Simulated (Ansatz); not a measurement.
Relaxation path: CdSe (rocksalt type)

DFT, LDA, PAW with Ansatz's default frozen-core files, scalar-relativistic (Ansatz 0.2.0); a Γ-centred 12×12×12 k mesh, Fermi–Dirac smearing of 0.05 eV, no spin polarisation. The run relaxes cell and atoms at a target pressure of 0 GPa.

Command: `ansatz run input.yaml --threads 1 --pin off --max-ram 2048MiB --backend cpu --events-out ev --progress --plain --runs-dir out` It took 7.8 s on 1 thread of Intel(R) Xeon(R) 6975P-C (Granite Rapids), on a shared host, peak memory 0.42 GiB.

```yaml
crystal:
  lattice:
    - [0.0, 2.6892810254, 2.6892810254]
    - [2.6892810254, 0.0, 2.6892810254]
    - [2.6892810254, 2.6892810254, 0.0]
  atoms:
    - { symbol: Cd, position: [0.0, 0.0, 0.0] }
    - { symbol: Se, position: [0.5, 0.5, 0.5] }
kpoints:
  mp_grid: { grid: [12, 12, 12] }
scf:
  occupations: { method: fermi_dirac, width: 0.05 }
hamiltonian:
  xc: lda
  pseudopotentials: { kind: paw }
output:
  forces: true
  stress: true
  write_density: true
  write_potential: true
  elf: true
  volumetric_format: npy
relax:
  f_tol: 0.005
  max_steps: 40
  cell: {}
```

Each step lists its free energy a cell above the last geometry, the pressure, the cell vectors (Å), and Cartesian positions (Å) with forces (eV/Å).

The first step:

```
step 1  dF = 119.45 meV  P = 10.20 GPa
  cell 0.0000 2.6893 2.6893  2.6893 0.0000 2.6893  2.6893 2.6893 0.0000
  Cd 0.0000 0.0000 0.0000   0.0000 0.0000 0.0000
  Se 2.6893 2.6893 2.6893   0.0000 0.0000 0.0000
```

The PAW files were made under PBE.

Problem. Where does the relaxation end, and by which steps?

Solution. After 4 geometries, with conventional a, b, c = 5.563, 5.563, 5.563 Å, at 21.522 Å³/atom (+10.66 % against the start) in space group Fm-3m, with a shortest distance of 2.782 Å. The further steps:
```
step 2  dF = 17.57 meV  P = -2.93 GPa
  cell 0.0000 2.8206 2.8206  2.8206 0.0000 2.8206  2.8206 2.8206 0.0000
  Cd 0.0000 0.0000 0.0000   0.0000 0.0000 0.0000
  Se 2.8206 2.8206 2.8206   0.0000 0.0000 0.0000
step 3  dF = 0.65 meV  P = -0.58 GPa
  cell 0.0000 2.7891 2.7891  2.7891 0.0000 2.7891  2.7891 2.7891 0.0000
  Cd 0.0000 0.0000 0.0000   0.0000 0.0000 0.0000
  Se 2.7891 2.7891 2.7891   0.0000 0.0000 0.0000
step 4  dF = 0.00 meV  P = 0.05 GPa
  cell 0.0000 2.7816 2.7816  2.7816 0.0000 2.7816  2.7816 2.7816 0.0000
  Cd 0.0000 0.0000 0.0000   0.0000 0.0000 0.0000
  Se 2.7816 2.7816 2.7816   0.0000 0.0000 0.0000
step 5  dF = -0.72 meV  P = 0.03 GPa  (same geometry on a basis chosen anew; earlier energies don't compare to the last digit)
  cell 0.0000 2.7816 2.7816  2.7816 0.0000 2.7816  2.7816 2.7816 0.0000
  Cd 0.0000 0.0000 0.0000   0.0000 0.0000 0.0000
  Se 2.7816 2.7816 2.7816   0.0000 0.0000 0.0000
```
